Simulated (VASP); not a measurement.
Runs of VASP 6.6.1 on IrO2 (lda). It takes space group P4_2/mnm (No. 136, tetragonal). The conventional cell has a = 4.433 Å, b = 4.433 Å, c = 3.136 Å, α = 90.00°, β = 90.00°, γ = 90.00°. Ir (site symmetry mmm) has 6 O at 1.94 to 1.97 Å as nearest neighbours. Around O (site symmetry m2m) lie 3 Ir at 1.94 to 1.97 Å. 

| task | cell | k mesh | cutoff (eV) | gap on the mesh (eV) | pressure (GPa) | relaxed volume (Å³/atom) | largest force (eV/Å) |
| --- | --- | --- | --- | --- | --- | --- | --- |
| single point | P4_2/mnm, 10.27 Å³/atom | 8 × 8 × 12 | 520 | none | 4.2 | - | 0.01 |
| single point | P4_2/mnm, 10.28 Å³/atom | 4 × 4 × 6 | 520 | none | (a) | - | 0.01 |
| relaxation of cell and atoms | relaxed | 4 × 4 × 6 | 600 | none | 0.0 | 10.39 | - |
| relaxation of cell and atoms | relaxed | 8 × 8 × 12 | 600 | none | 0.0 | 10.39 | - |

Alike in all rows: level LDA; potentials or basis VASP PAW LDA potentials, release 64 (Ir, O); no spin polarisation; smearing gaussian 0.1 eV.

Problem. Fill in the values left out.

Solution. (a) 4.0.

Caveats: the relaxation stopped at a loose force limit of 0.05 eV/Å, so its end isn't a converged minimum (some runs).

A k mesh can miss the band edges, and the runs leave out spin-orbit coupling on Ir.

A gap of «none» marks a metal or a gap under the smearing width.
